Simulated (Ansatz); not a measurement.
## GeTe (R3m, No. 160, 2 atoms in the cell)

These are HSE06 (Ansatz, a program for electronic structure, plane waves, PAW) values and carry that method's errors.

Run with plane-wave cutoff 460 eV, 8×8×8 k mesh, Fermi–Dirac smearing 0.01 eV, scalar-relativistic PAW data made under PBE.

Cell (relaxed at this level):

```
CELL_PARAMETERS angstrom
      2.08939     1.20631     3.64932
     -2.08939     1.20631     3.64932
      0.00000    -2.41262     3.64932
ATOMIC_POSITIONS crystal
  Ge 0.99325 0.99325 0.99325
  Te 0.52775 0.52775 0.52775
```

```
Item                                                               Value
-------------------------------------------  ---------------------------
band gap                                     0.77 eV (on the SCF k mesh)
smallest direct gap on the k points sampled                      1.03 eV
direct gap at Γ                                                  5.01 eV
```

Note: the relaxation could not lower the start's symmetry, so the cell can be a saddle point above a distorted one.

Spin–orbit coupling is not included; with these elements it can move the gap by several tenths of an eV or more.

Computed values are for the static lattice.

It cost about 40 core-minutes (a rough figure) of CPU time.
